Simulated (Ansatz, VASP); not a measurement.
# TaN: VASP beside Ansatz

```
Ta N
1.0
     2.92177    0.00000    0.00000
    -1.46088    2.53033    0.00000
     0.00000    0.00000    5.91652
Ta N
2 2
Direct
  0.00000 0.00000 0.50000
  0.00000 0.00000 0.00000
  0.33333 0.66667 0.25000
  0.66667 0.33333 0.75000
```

The cell comes from a database or a generator and needn't be the stable form of this composition.

Alike in both runs: task relaxation of cell and atoms; functional PBE; k mesh 10 × 10 × 5; occupations fermi-dirac, width 0.05 eV; no spin polarisation.

|  | VASP | Ansatz |
| --- | --- | --- |
| version | VASP 6.6.1 | Ansatz 0.2.0 |
| potentials or method | VASP PAW PBE potentials, release 64 (Ta, N) | Ansatz PAW |
| plane-wave cutoff (eV) | 580 | 420 |
| valence electrons in the cell | 20 | 36 |

Ansatz gave:

| Quantity | Value |
| --- | --- |
| gap on the k mesh at the Fermi level, each at its own relaxed structure (eV) | none |
| relaxed volume (Å³/atom) | 10.90 |
| relaxed cell length with the largest relative difference (Å) | 2.918 |

Q: Estimate VASP's values.

A: gap on the k mesh at the Fermi level, each at its own relaxed structure (eV): none; relaxed volume (Å³/atom): 10.87; relaxed cell length with the largest relative difference (Å): 2.915.

A gap of «none» marks a metal or a gap that the smearing closes. The two sets of potentials don't hold the same shells in valence.

Caveats: the plane-wave basis is chosen anew once the cell has moved, so the energies of steps on either side of that aren't comparable (Ansatz); the pressure holds a Pulay correction of +0.4 GPa for the finite cutoff (Ansatz). The runs have no spin-orbit coupling, so splittings on Ta are missing.
